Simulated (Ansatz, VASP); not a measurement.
This is a calculation of TiCo for Ansatz 0.2.0.

input.yaml

```yaml
crystal:
  lattice:
    - [2.98611099, 0.0, 0.0]
    - [0.0, 2.98611099, 0.0]
    - [0.0, 0.0, 2.98611099]
  atoms:
    - { symbol: Co, position: [0.505521, 0.502271, 0.496601], spin: 2.0 }
    - { symbol: Ti, position: [0.004793, -0.008548, -0.003604], spin: 1.0 }
hamiltonian:
  xc: pbe
  pseudopotentials: { kind: paw }
magnetization:
  spin_polarized: true
kpoints:
  mp_grid: { grid: [9, 9, 9] }
scf:
  occupations: { method: fermi_dirac, width: 0.05 }
output:
  forces: true
  stress: true
  eigenvalues: true
```

Potentials or basis: Ansatz PAW.

The run is started by

```bash
$ ansatz run input.yaml --threads 1 --pin off --max-ram 3584MiB --backend cpu --events-out ev --progress --plain --runs-dir out
```

Translate it to VASP 6.6.1. Potentials there: VASP PAW PBE potentials, release 64 (Co, Ti_sv).

As run (the cutoff follows the program's own potentials):

The input INCAR:

```
PREC = Accurate
ENCUT = 520
EDIFF = 1E-7
ISMEAR = -1
SIGMA = 0.05
LREAL = F
LASPH = T
NELM = 150
ALGO = Normal
ISIF = 2
LWAVE = F
LCHARG = F
ISPIN = 2
MAGMOM = 2 1
LORBIT = 11
LMAXMIX = 4
GGA = PE
NBANDS = 22
```

File KPOINTS:

```
regular mesh
0
Gamma
  9 9 9
```

The input POSCAR:

```
TiCo
1.0
    2.9861109900      0.0000000000      0.0000000000
    0.0000000000      2.9861109900      0.0000000000
    0.0000000000      0.0000000000      2.9861109900
Co Ti
1 1
Direct
    0.5055210000      0.5022710000      0.4966010000
    0.0047930000     -0.0085480000     -0.0036040000
```

Potentials or basis: VASP PAW PBE potentials, release 64 (Co, Ti_sv).

Run with:

```console
$ cat potpaw_PBE.64/Co/POTCAR potpaw_PBE.64/Ti_sv/POTCAR > POTCAR
$ mpirun -np 1 vasp_std > vasp.out
```

Both were run:

|  | VASP | Ansatz | Ansatz less VASP |
| --- | --- | --- | --- |
| gap on the k mesh at the Fermi level (eV) | none | none | - |
| pressure (GPa) | -1.1 | -0.5 | +0.58 |
| rms of the force components (eV/Å) | 0.093 | 0.094 | +0.0016 |
| net moment per atom (μB) | 0.40 | 0.41 | +0.013 |
| size of the moment on the site where the two differ most (μB) | 0.88 | 0.92 | +0.046 |

Site moments also hang on the region over which each program counts them. Atom by atom the forces differ by 0.002 eV/Å (rms over components). A gap of «none» marks a metal or a gap that the smearing closes. The two sets of potentials don't hold the same shells in valence.
